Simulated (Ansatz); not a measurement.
**What a change of settings does to a run on Y**

The cell was built from the sc type and relaxed in the same program; it needn't be a known or the stable phase. The listed cell was then made from it by scaling, straining or moving an atom.

First run: DFT, PBE, all-electron LAPW, scalar-relativistic (Ansatz 0.2.0).

Command: `ansatz run input.yaml --threads 1 --pin off --max-ram 2048MiB --backend cpu --events-out ev --progress --plain --runs-dir out` The run took about 3.3 s on 1 thread of a shared machine.

```yaml
crystal:
  lattice:
    - [3.3193440068, 0.0, 0.0]
    - [0.0, 3.3193440068, 0.0]
    - [0.0, 0.0, 3.3193440068]
  atoms:
    - { symbol: "Y", position: [0.0, 0.0, 0.0] }
kpoints:
  mp_grid: { grid: [11, 11, 11] }
scf:
  occupations: { method: fermi_dirac, width: 0.08 }
hamiltonian:
  xc: pbe
  pseudopotentials: { kind: all_electron, lapw: { basis_error: 0.001 } }
output:
  forces: true
  stress: true
  eigenvalues: true
```

Result: converged; pressure -1.20 GPa; 6 SCF iterations.

Spin polarisation is left out, and whether a magnetic state lies lower isn't shown here.

A second input differs as follows:

```diff
@@ -9,5 +9,6 @@
   mp_grid: { grid: [11, 11, 11] }
 scf:
-  occupations: { method: fermi_dirac, width: 0.08 }
+  occupations: { method: fixed }
+  max_iter: 100
 hamiltonian:
   xc: pbe
```

What is wrong with it, and what does the program do?

The fault is fixed occupations whatever the gap. The run refused before any iteration. The log ends:
```
Error: inconsistent input (scf.occupations.method, magnetization): a σ = 0 step fill (method: fixed, or a smearing width below the step floor) cannot realise an odd electron count (21) without a locked total moment — the per-k integer fill puts the same N_el/2 bands in each spin channel; set magnetization.spin_polarized: true with magnetization.spin_locking.lock_magnetization: hard and an odd magnetization.initial_magnetization (the unpaired electron then fills one channel), or use a smearing method with a finite width, such as fermi_dirac
```
